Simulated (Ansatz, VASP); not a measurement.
# One calculation of TlBr, two programs

INCAR

```
PREC     = Accurate       # precision mode
ENCUT    = 520            # plane-wave cutoff, eV
EDIFF    = 1E-8           # SCF threshold, eV
ISMEAR   = -1             # smearing method
SIGMA    = 0.02           # smearing width, eV
LREAL    = False          # projectors in reciprocal space
LASPH    = True           # aspherical terms in the spheres
NELM     = 100            # most SCF steps
ALGO     = Fast           # electronic algorithm
ISIF     = 2              # what is computed and relaxed
LWAVE    = False          # write WAVECAR
LCHARG   = False          # write CHGCAR
GGA      = PE             # functional
LEFG     = True         
NBANDS   = 17             # bands
```

KPOINTS

```
Automatic mesh
0
Gamma
  7 7 7
```

POSCAR

```
TlBr
1.0
    4.0527484318      0.0000000000      0.0000000000
    0.0000000000      4.0527484318      0.0000000000
    0.0000000000      0.0000000000      4.0527484318
Tl Br
1 1
Direct
    0.0000000000      0.0000000000      0.0000000000
    0.5000000000      0.5000000000      0.5000000000
```

Input for Ansatz:

```yaml
crystal:
  lattice:
    - [4.0527484318, 0.0, 0.0]
    - [0.0, 4.0527484318, 0.0]
    - [0.0, 0.0, 4.0527484318]
  atoms:
    - { symbol: Tl, position: [0.0, 0.0, 0.0] }
    - { symbol: Br, position: [0.5, 0.5, 0.5] }
kpoints:
  mp_grid: { grid: [7, 7, 7] }
scf:
  occupations: { method: fermi_dirac, width: 0.02 }
hamiltonian:
  xc: pbe
  pseudopotentials: { kind: paw }
output:
  forces: true
  stress: true
  eigenvalues: true
  efg: { contact_densities: true }
  populations: true
```

Alike in both runs: task electric field gradients; functional PBE; k mesh 7 × 7 × 7; occupations fermi-dirac, width 0.02 eV; no spin polarisation.

|  | VASP | Ansatz |
| --- | --- | --- |
| version | VASP 6.6.1 | Ansatz 0.2.0 |
| potentials or method | VASP PAW PBE potentials, release 64 (Tl_d, Br) | PAW with Ansatz's default frozen-core files, scalar-relativistic |
| plane-wave cutoff (eV) | 520 | 420 |
| valence electrons in the cell | 20 | 20 |

```csv
,VASP,Ansatz,Ansatz less VASP
gap on the k mesh at the Fermi level (eV),2.37,2.37,-0.005
pressure (GPa),0.0,0.0,+0.03
Vzz of the field gradient on the site that differs most (V/Å²),0.0,0.0,0.00
```

The functional is the same, so the differences come from potentials, cutoffs and numerics. Ansatz warned: «gradients_without_spin_orbit».

Caveats: spin-orbit coupling is left out, which as a rule narrows the gap of such compounds by several tenths of an eV; an odd mesh through Γ misses points on the zone boundary, where band edges often lie.
